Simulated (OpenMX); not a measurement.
The system is MoS2.

```
CELL_PARAMETERS angstrom
3.16900 0.00000 0.00000
-1.58450 2.74443 0.00000
0.00000 0.00000 12.32400
ATOMIC_POSITIONS crystal
Mo 0.66667 0.33333 0.75000
Mo 0.33333 0.66667 0.25000
S 0.66667 0.33333 0.37700
S 0.33333 0.66667 0.87700
S 0.66667 0.33333 0.12300
S 0.33333 0.66667 0.62300
```

```yaml
Program: OpenMX 3.8.5
Task: single point
Functional: PBE
Potentials_or_basis: OpenMX 2013 PBE set, Mo7.0-s3p2d2, S7.0-s2p2d1f1, grid cutoff 400 Ry
k_mesh: 11 × 11 × 3
Occupations: fermi-dirac, width 0.05 eV
Spin: no spin polarisation
```

On this cell: pressure 4.7 GPa; largest force 0.376 eV/Å; band gap on the k mesh 0.89 eV, indirect (least direct gap 1.82 eV).

The same run follows on a disturbed copy (atoms moved at random, drawn with an rms of 0.05 Å):

```
Mo S
1.0
     3.16900    0.00000    0.00000
    -1.58450    2.74443    0.00000
     0.00000    0.00000   12.32400
Mo S
2 4
Direct
  0.68274 0.33982 0.75201
  0.33925 0.65234 0.25137
  0.66681 0.34133 0.37882
  0.32838 0.64731 0.87916
  0.67197 0.34127 0.12367
  0.34598 0.67013 0.62281
```

Q: What changes?

A: The energy moves by +14.1 meV/atom; pressure 4.0 GPa; largest force 1.623 eV/Å; band gap on the k mesh 0.85 eV, indirect (least direct gap 1.80 eV).

Forces on the atoms (eV/Å):
```
Mo  -0.352 -0.819 -0.445
Mo  -0.997  1.278 -0.066
S    0.590 -0.649  0.343
S    0.289  0.704  0.358
S    0.408 -0.637 -0.275
S    0.062  0.121  0.097
```

Caveats: an odd mesh through Γ misses points on the zone boundary, where band edges often lie; the basis of atomic orbitals isn't converged, which shifts pressures, moduli and gaps; this functional lacks dispersion, which binds the layers, so the pressure and a relaxed spacing across them are unreliable (some runs).
